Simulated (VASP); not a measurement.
# BN (R3m) in VASP: further runs

The runs below take BN through single point, equation of state, with PBEsol, PBE.

All numbers are computed with VASP 6.6.1; they aren't measurements. Logs are shortened: lines on timing, memory, paths and dates and some standing lists are left out, and cuts for length are marked.

## 1. The crystal as given

Symmetry: R3m, No. 160, trigonal system. Conventional cell: a = 2.502 Å, b = 2.502 Å, c = 10.119 Å, α = 90.00°, β = 90.00°, γ = 120.00°. N (site symmetry 3m) has 3 B at 1.44 Å as nearest neighbours. B (site symmetry 3m) has 3 N at 1.44 Å as nearest neighbours.

The cell is a database's computed one.

## 2. Single point, PBEsol

Contents of INCAR:

```
SYSTEM = BN
PREC = Accurate
ENCUT = 520
EDIFF = 1E-7
ISMEAR = -1
SIGMA = 0.05
LREAL = .False.
LASPH = .True.
NELM = 80
ALGO = Normal
ISIF = 2
LWAVE = .False.
LCHARG = .False.
GGA = PS
NBANDS = 11
```

Contents of KPOINTS:

```
regular mesh
0
Gamma
  12 12 12
  0 0 0
```

Contents of POSCAR:

```
BN
1.0
    1.2511217832      0.7223354983      3.3729344033
   -1.2511217832      0.7223354983      3.3729344033
    0.0000000000     -1.4446709966      3.3729344033
N B
1 1
Direct
    0.6672382000      0.6672382000      0.6672382000
    0.0003288000      0.0003288000      0.0003288000
```

Potentials or basis: VASP PAW PBE potentials, release 64 (N, B).

Started as:

```sh
$ cat potpaw_PBE.64/N/POTCAR potpaw_PBE.64/B/POTCAR > POTCAR
$ mpirun -np 1 vasp_std > vasp.out
```

OUTCAR:

```text
SYSTEM = BN
   PREC = Accurate
   ENCUT = 520
   EDIFF = 1E-7
   ISMEAR = -1
   LREAL = .False.
   LASPH = .True.
   NELM = 80
   ISIF = 2
   GGA = PS

 ion  position               nearest neighbor table
   1  0.667  0.667  0.667-   2 1.44   2 1.44   2 1.44
   2  0.000  0.000  0.000-   1 1.44   1 1.44   1 1.44

  LATTYP: Found a trigonal (rhomboedric) cell.
 ALAT       =     3.6692997666
 COS(alpha) =     0.7674786797

  Lattice vectors:

 A1 = (   1.2511217832,   0.7223354983,   3.3729344033)
 A2 = (  -1.2511217832,   0.7223354983,   3.3729344033)
 A3 = (   0.0000000000,  -1.4446709966,   3.3729344033)

Analysis of symmetry for initial positions (statically):
=====================================================================
 Subroutine PRICEL returns:
 Original cell was already a primitive cell.

 Routine SETGRP: Setting up the symmetry group for a
 trigonal (rhombohedral) supercell.

 Subroutine GETGRP returns: Found  6 space group operations
 (whereof  6 operations were pure point group operations)
 out of a pool of 12 trial point group operations.

The static configuration has the point symmetry C_3v.

Analysis of symmetry for dynamics (positions and initial velocities):
=====================================================================
 Subroutine PRICEL returns:
 Original cell was already a primitive cell.

 Routine SETGRP: Setting up the symmetry group for a
 trigonal (rhombohedral) supercell.

 Subroutine GETGRP returns: Found  6 space group operations
 (whereof  6 operations were pure point group operations)
 out of a pool of 12 trial point group operations.

The dynamic configuration has the point symmetry C_3v.

 Subroutine INISYM returns: Found  6 space group operations
 (whereof  6 operations are pure point group operations),
 and found     1 'primitive' translations

----------------------------------------------------------------------------------------

                                     Primitive cell

  volume of cell :      18.2893

  direct lattice vectors                    reciprocal lattice vectors
     1.251121783  0.722335498  3.372934403     0.399641351  0.230733042  0.098825916
    -1.251121783  0.722335498  3.372934403    -0.399641351  0.230733042  0.098825916
     0.000000000 -1.444670997  3.372934403     0.000000000 -0.461466083  0.098825916

  length of vectors
     3.669299767  3.669299767  3.669299767     0.471929558  0.471929558  0.471929558

  position of ions in fractional coordinates (direct lattice)
     0.667238200  0.667238200  0.667238200
     0.000328800  0.000328800  0.000328800

  ion indices of the primitive-cell ions
   primitive index   ion index
                 1           1
                 2           2

----------------------------------------------------------------------------------------

 KPOINTS: regular mesh

Automatic generation of k-mesh.
 Grid dimensions read from file:
 generate k-points for:   12   12   12

 Generating k-lattice:

  Cartesian coordinates                     Fractional coordinates (reciprocal lattice)
     0.033303446  0.019227753  0.008235493     0.083333333  0.000000000  0.000000000
    -0.033303446  0.019227753  0.008235493     0.000000000  0.083333333  0.000000000
     0.000000000 -0.038455507  0.008235493     0.000000000  0.000000000  0.083333333

  Length of vectors
     0.039327463  0.039327463  0.039327463

  Shift w.r.t. Gamma in fractional coordinates (k-lattice)
     0.000000000  0.000000000  0.000000000

 Subroutine IBZKPT returns following result:
 ===========================================

 Found    189 irreducible k-points:

 Following reciprocal coordinates:
            Coordinates               Weight
  0.000000  0.000000  0.000000      1.000000
  0.083333 -0.000000 -0.000000      6.000000
  0.166667 -0.000000  0.000000      6.000000
  0.250000 -0.000000 -0.000000      6.000000
  0.333333 -0.000000  0.000000      6.000000
  0.416667 -0.000000 -0.000000      6.000000
[... 16 lines left out ...]
  0.500000  0.166667 -0.000000     12.000000
 -0.416667  0.166667  0.000000     12.000000
 [... further k-points ...]
   k-points           NKPTS =    189   k-points in BZ     NKDIM =    189   number of bands    NBANDS=     11
   number of dos      NEDOS =    301   number of ions     NIONS =      2
   total plane-waves  NPLWV =  21952
   dimension x,y,z NGX =    28 NGY =   28 NGZ =   28
   dimension x,y,z NGXF=    56 NGYF=   56 NGZF=   56
   ions per type =               1   1
   NGX,Y,Z   is equivalent  to a cutoff of  12.69, 12.69, 12.69 a.u.
   NGXF,Y,Z  is equivalent  to a cutoff of  25.37, 25.37, 25.37 a.u.
 SYSTEM =  BN
   PREC   = accura    normal or accurate (medium, high low for compatibility)
   ISTART =      0    job   : 0-new  1-cont  2-samecut
   ICHARG =      2    charge: 1-file 2-atom 10-const
   ISPIN  =      1    spin polarized calculation?
   LNONCOLLINEAR =      F non collinear calculations
   LSORBIT =      F    spin-orbit coupling
   LASPH  =      T    aspherical Exc in radial PAW
   ENCUT  =  520.0 eV  38.22 Ry    6.18 a.u.   6.82  6.82  6.82*2*pi/ulx,y,z
   NELM   =     80;   NELMIN=  2; NELMDL= -5     # of ELM steps
   EDIFF  = 0.1E-06   stopping-criterion for ELM
   LREAL  =      F    real-space projection
   EDIFFG = 0.1E-05   stopping-criterion for IOM
   NSW    =      0    number of steps for IOM
   IBRION =     -1    ionic relax: 0-MD 1-quasi-New 2-CG
   NFREE  =      0    steps in history (QN), initial steepest desc. (CG)
   ISIF   =      2    stress and relaxation
   ISYM   =      2    0-nonsym 1-usesym 2-fastsym
   POTIM  = 0.5000    time-step for ionic-motion
   TEBEG  =    0.0;   TEEND  =   0.0 temperature during run
   PSTRESS=    0.0 pullay stress
   NELECT =       8.0000    total number of electrons
   NUPDOWN=      -1.0000    fix difference up-down
   EMIN   =  10.00;   EMAX   =-10.00  energy-range for DOS
   EFERMI =   0.00;   METHOD = LEGACY
   ISMEAR =    -1;   SIGMA  =   0.05  broadening in eV -4-tet -1-fermi 0-gaus
   EFERMI_NEDOS =   21; number of points for ismear=-14 and -15
   IALGO  =     38    algorithm
   IMIX   =      4    mixing-type and parameters
     AMIX     =   0.40;   BMIX     =  1.00
     AMIX_MAG =   1.60;   BMIX_MAG =  1.00
  volume/ion in A,a.u.               =       9.14        61.71
  Fermi-wavevector in a.u.,A,eV,Ry     =   1.242717  2.348395 21.012099  1.544346
  Thomas-Fermi vector in A             =   2.377059
   LORBIT       =      0    0 simple, 1 ext, 2 COOP (PROOUT), +10 PAW based schemes
   GGA     = PS    functional components
   LHFCALC =     F    Hartree Fock is set to
   AEXX    =    0.0000 exact exchange contribution
   IVDW    =     0    specifies the selected vdW correction
   LEPSILON=     F    determine dielectric tensor
   LRPA    =     F    only Hartree local field effects (RPA)
 non-spin polarized calculation
  energy-cutoff  :      520.00
  volume of cell :       18.29
 maximum number of plane-waves:       517
   NGX = 13   NGY = 13   NGZ = 13

 number of electron       8.0000000 magnetization

 Free energy of the ion-electron system (eV)
  ---------------------------------------------------
  ext. energy  EPLUGINS =         0.00000000
  ---------------------------------------------------
  free energy    TOTEN  =       -18.28456279 eV

  energy without entropy =      -18.28456279  energy(sigma->0) =      -18.28456279

 E-fermi :   3.2031     XC(G=0): -10.2084

 val. band max:        2.0484392850   @ k =  -0.3333   0.3333   0.0000
 cond. band min:       6.2264832737   @ k =   0.5000   0.5000  -0.0000
 fundamental gap:      4.1780439887
 Fermi energy:         3.2031147645

 k-point     1 :       0.0000    0.0000    0.0000
  band No.  band energies     occupation
      1     -15.6883      2.00000
      2      -2.1555      2.00000
      3       0.7877      2.00000
      4       0.7877      2.00000
      5       7.0182      0.00000
      6      13.6897      0.00000
      7      13.6897      0.00000
      8      15.1651      0.00000
      9      16.7695      0.00000
     10      27.7329      0.00000
     11      29.7586      0.00000

 k-point     2 :       0.0833   -0.0000   -0.0000
  band No.  band energies     occupation
      1     -15.5497      2.00000
      2      -2.0064      2.00000
      3       0.2180      2.00000
      4       0.5286      2.00000
      5       7.3008      0.00000
      6      13.6101      0.00000
      7      14.2851      0.00000
      8      14.6929      0.00000
      9      17.2088      0.00000
     10      27.7921      0.00000
     11      28.2063      0.00000

 k-point     3 :       0.1667   -0.0000    0.0000
  band No.  band energies     occupation
      1     -15.1418      2.00000
      2      -1.5734      2.00000
      3      -1.2011      2.00000
      4      -0.1019      2.00000
      5       8.0449      0.00000
      6      13.3544      0.00000
      7      13.5337      0.00000
      8      15.9022      0.00000
      9      18.2566      0.00000
     10      25.0514      0.00000
     11      27.4258      0.00000

 k-point     4 :       0.2500   -0.0000   -0.0000
  band No.  band energies     occupation
      1     -14.4921      2.00000
      2      -3.0212      2.00000
      3      -0.8471      2.00000
      4      -0.8321      2.00000
      5       9.0635      0.00000
      6      11.7294      0.00000
      7      13.3748      0.00000
      8      18.1907      0.00000
      9      19.3307      0.00000
     10      22.8838      0.00000
     11      25.8106      0.00000
[... 239 lines left out ...]
 k-point    22 :       0.4167    0.1667   -0.0000
  band No.  band energies     occupation
      1     -13.3005      2.00000
      2      -4.8227      2.00000
      3      -2.6738      2.00000
      4       0.1458      2.00000
      5       8.9391      0.00000
      6      12.4445      0.00000
      7      14.9903      0.00000
      8      17.5182      0.00000
      9      19.1600      0.00000
     10      22.3797      0.00000
     11      25.1980      0.00000

 k-point    23 :       0.5000    0.1667   -0.0000
  band No.  band energies     occupation
      1     -12.5453      2.00000
      2      -6.0502      2.00000
      3      -3.1874      2.00000
      4       1.1111      2.00000
      5       7.7717      0.00000
      6      13.4097      0.00000
      7      15.2289      0.00000
      8      17.0879      0.00000
      9      19.2505      0.00000
     10      22.2895      0.00000
     11      25.3117      0.00000

 k-point    24 :      -0.4167    0.1667    0.0000
  band No.  band energies     occupation
      1     -12.2097      2.00000
      2      -6.5652      2.00000
      3      -3.3584      2.00000
      4       1.7263      2.00000
      5       7.1645      0.00000
      6      13.4627      0.00000
      7      15.4399      0.00000
      8      16.2845      0.00000
      9      19.6374      0.00000
     10      22.9602      0.00000
     11      25.0678      0.00000

 [... further k-points ...]

------------------------ aborting loop because EDIFF is reached ----------------------------------------

  FORCE on cell =-STRESS in cart. coord.  units (eV):
  Direction    XX          YY          ZZ          XY          YZ          ZX
  --------------------------------------------------------------------------------------
  -------------------------------------------------------------------------------------
  Total        0.1558941      0.1558941      0.0378159      0.0000000      0.0000000      0.0000000
  in kB       13.6565971     13.6565971      3.3127357      0.0000000      0.0000000      0.0000000
  external PRESSURE =      10.2086433 kB  Pullay stress =       0.0000000 kB

 VOLUME and BASIS-vectors are now :
 -----------------------------------------------------------------------------
  energy-cutoff  :      520.00
  volume of cell :       18.29
      direct lattice vectors                 reciprocal lattice vectors
     1.251121783  0.722335498  3.372934403     0.399641351  0.230733042  0.098825916
    -1.251121783  0.722335498  3.372934403    -0.399641351  0.230733042  0.098825916
     0.000000000 -1.444670997  3.372934403     0.000000000 -0.461466083  0.098825916

 POSITION                                       TOTAL-FORCE (eV/Angst)
 -----------------------------------------------------------------------------------
      0.00000      0.00000      6.75165         0.000000      0.000000     -0.002637
      0.00000      0.00000      0.00333         0.000000      0.000000      0.002637
 -----------------------------------------------------------------------------------
    total drift:                               -0.000000      0.000000      0.000066

  FREE ENERGIE OF THE ION-ELECTRON SYSTEM (eV)
  ---------------------------------------------------
  free  energy   TOTEN  =       -18.2845627884 eV

  energy  without entropy=      -18.2845627884  energy(sigma->0) =      -18.28456279
```

Run time: 34 s. Hardware: 1 thread of Intel Xeon Platinum 8375C at 2.90GHz (Ice Lake), shared host; peak memory 0.17 GiB.

Results:

* Free energy: -18.2846 eV
* Pressure: 1.0 GPa
* Band gap on the k mesh: 4.18 eV, indirect (least direct gap 4.63 eV)

Forces in eV/Å, atoms in the order of the input:
```
N    0.000  0.000 -0.003
B    0.000  0.000  0.003
```

Stress tensor (GPa, compression positive):
```
1.37 0.00 0.00
0.00 1.37 0.00
0.00 0.00 0.33
```

Caveat: the PAW data sets were made with another functional, which shifts forces and pressure a little.

## 3. Equation of state, PBEsol, 8.60 Å³/atom (volume scaled by 0.94)

INCAR is that of step 2.

KPOINTS is that of step 2.

Contents of POSCAR:

```
BN
1.0
    1.2255815191      0.7075898200      3.3040796871
   -1.2255815191      0.7075898200      3.3040796871
    0.0000000000     -1.4151796399      3.3040796871
N B
1 1
Direct
    0.6672382000      0.6672382000      0.6672382000
    0.0003288000      0.0003288000      0.0003288000
```

Potentials or basis: VASP PAW PBE potentials, release 64 (N, B).

Started as:

```sh
$ cat potpaw_PBE.64/N/POTCAR potpaw_PBE.64/B/POTCAR > POTCAR
$ mpirun -np 1 vasp_std > vasp.out
```

Wall time 37 s (1 thread of Intel Xeon Platinum 8375C at 2.90GHz (Ice Lake), shared host); peak memory 0.17 GiB.

Results (log left out):

```
Free energy            : -18.2219 eV
Pressure               : 17.7 GPa
Band gap on the k mesh : 4.24 eV, indirect (least direct gap 4.79 eV)
```

Caveat: the PAW data sets were made with another functional, which shifts forces and pressure a little.

## 4. Equation of state, PBEsol, 8.78 Å³/atom (volume scaled by 0.96)

INCAR is that of step 3.

KPOINTS is that of step 3.

Contents of POSCAR:

```
BN
1.0
    1.2342126593      0.7125730110      3.3273486205
   -1.2342126593      0.7125730110      3.3273486205
    0.0000000000     -1.4251460221      3.3273486205
N B
1 1
Direct
    0.6672382000      0.6672382000      0.6672382000
    0.0003288000      0.0003288000      0.0003288000
```

Started as:

```sh
$ cat potpaw_PBE.64/N/POTCAR potpaw_PBE.64/B/POTCAR > POTCAR
$ mpirun -np 1 vasp_std > vasp.out
```

Run time: 42 s. Hardware: 1 thread of Intel Xeon Platinum 8375C at 2.90GHz (Ice Lake), shared host; peak memory 0.17 GiB.

Results (log left out):

```yaml
Free_energy: -18.2557 eV
Pressure: 11.6 GPa
Band_gap_on_the_k_mesh: 4.22 eV, indirect (least direct gap 4.73 eV)
```

Caveat: the PAW data sets were made with another functional, which shifts forces and pressure a little.

## 5. Equation of state, PBEsol, 8.96 Å³/atom (volume scaled by 0.98)

INCAR is that of step 4.

KPOINTS is that of step 4.

Contents of POSCAR:

```
BN
1.0
    1.2427247397      0.7174874630      3.3502965776
   -1.2427247397      0.7174874630      3.3502965776
    0.0000000000     -1.4349749260      3.3502965776
N B
1 1
Direct
    0.6672382000      0.6672382000      0.6672382000
    0.0003288000      0.0003288000      0.0003288000
```

Started as:

```sh
$ cat potpaw_PBE.64/N/POTCAR potpaw_PBE.64/B/POTCAR > POTCAR
$ mpirun -np 1 vasp_std > vasp.out
```

It took 37 s on 1 thread of Intel Xeon Platinum 8375C at 2.90GHz (Ice Lake), shared host; peak memory 0.17 GiB.

Results (log left out):

| Property | Result |
| --- | --- |
| Free energy | -18.2762 eV |
| Pressure | 6.1 GPa |
| Band gap on the k mesh | 4.20 eV, indirect (least direct gap 4.68 eV) |

Caveat: the PAW data sets were made with another functional, which shifts forces and pressure a little.

## 6. Equation of state, PBEsol, 9.33 Å³/atom (volume scaled by 1.02)

INCAR is that of step 5.

KPOINTS is that of step 5.

Contents of POSCAR:

```
BN
1.0
    1.2594075994      0.7271193165      3.3952723682
   -1.2594075994      0.7271193165      3.3952723682
    0.0000000000     -1.4542386330      3.3952723682
N B
1 1
Direct
    0.6672382000      0.6672382000      0.6672382000
    0.0003288000      0.0003288000      0.0003288000
```

Potentials or basis: VASP PAW PBE potentials, release 64 (N, B).

Started as:

```sh
$ cat potpaw_PBE.64/N/POTCAR potpaw_PBE.64/B/POTCAR > POTCAR
$ mpirun -np 1 vasp_std > vasp.out
```

Run time: 37 s. Hardware: 1 thread of Intel Xeon Platinum 8375C at 2.90GHz (Ice Lake), shared host; peak memory 0.17 GiB.

Results (log left out):

| Item | Value |
| --- | --- |
| Free energy | -18.2819 eV |
| Pressure | -3.6 GPa |
| Largest force | 0.004 eV/Å |
| Band gap on the k mesh | 4.16 eV, indirect (least direct gap 4.59 eV) |

Caveat: the PAW data sets were made with another functional, which shifts forces and pressure a little.

## 7. Equation of state, PBEsol, 9.51 Å³/atom (volume scaled by 1.04)

INCAR is that of step 6.

KPOINTS is that of step 6.

Contents of POSCAR:

```
BN
1.0
    1.2675858000      0.7318410028      3.4173202092
   -1.2675858000      0.7318410028      3.4173202092
    0.0000000000     -1.4636820056      3.4173202092
N B
1 1
Direct
    0.6672382000      0.6672382000      0.6672382000
    0.0003288000      0.0003288000      0.0003288000
```

Started as:

```sh
$ cat potpaw_PBE.64/N/POTCAR potpaw_PBE.64/B/POTCAR > POTCAR
$ mpirun -np 1 vasp_std > vasp.out
```

It took 36 s on 1 thread of Intel Xeon Platinum 8375C at 2.90GHz (Ice Lake), shared host; peak memory 0.17 GiB.

It converged, with:

```
Free energy            : -18.2691 eV
Pressure               : -7.8 GPa
Largest force          : 0.005 eV/Å
Band gap on the k mesh : 4.13 eV, indirect (least direct gap 4.54 eV)
```

Caveat: the PAW data sets were made with another functional, which shifts forces and pressure a little.

## 8. Equation of state, PBEsol, 9.69 Å³/atom (volume scaled by 1.06)

INCAR is that of step 7.

KPOINTS is that of step 7.

Contents of POSCAR:

```
BN
1.0
    1.2756598126      0.7365025362      3.4390871668
   -1.2756598126      0.7365025362      3.4390871668
    0.0000000000     -1.4730050723      3.4390871668
N B
1 1
Direct
    0.6672382000      0.6672382000      0.6672382000
    0.0003288000      0.0003288000      0.0003288000
```

Started as:

```sh
$ cat potpaw_PBE.64/N/POTCAR potpaw_PBE.64/B/POTCAR > POTCAR
$ mpirun -np 1 vasp_std > vasp.out
```

Wall time 34 s (1 thread of Intel Xeon Platinum 8375C at 2.90GHz (Ice Lake), shared host); peak memory 0.17 GiB.

The run converged. Its results:

```
Free energy            : -18.2471 eV
Pressure               : -11.7 GPa
Largest force          : 0.007 eV/Å
Band gap on the k mesh : 4.11 eV, indirect (least direct gap 4.49 eV)
```

Caveat: the PAW data sets were made with another functional, which shifts forces and pressure a little.

## 9. Equation of state, PBEsol

Potentials or basis: VASP PAW PBE potentials, release 64 (N, B).

No new run: the results of the series are fitted here.

What came out:

- Equilibrium volume: 9.19 Å³/atom
- Bulk modulus at fixed shape and positions: 238 GPa
- Pressure derivative of the bulk modulus: 3.5

Energy against volume, from the lowest point:
| volume (Å³/atom) | energy (meV/atom) |
| --- | --- |
| 8.596 | 31.31 |
| 8.779 | 14.43 |
| 8.962 | 4.19 |
| 9.145 | 0.00 |
| 9.328 | 1.33 |
| 9.510 | 7.72 |
| 9.693 | 18.72 |

Caveat: the cell was scaled at fixed shape and fractional positions, which overstates the stiffness of a crystal with free parameters, most of all of layers and chains; the PAW data sets were made with another functional, which shifts forces and pressure a little.

(Part 1 of 2 ends here.)
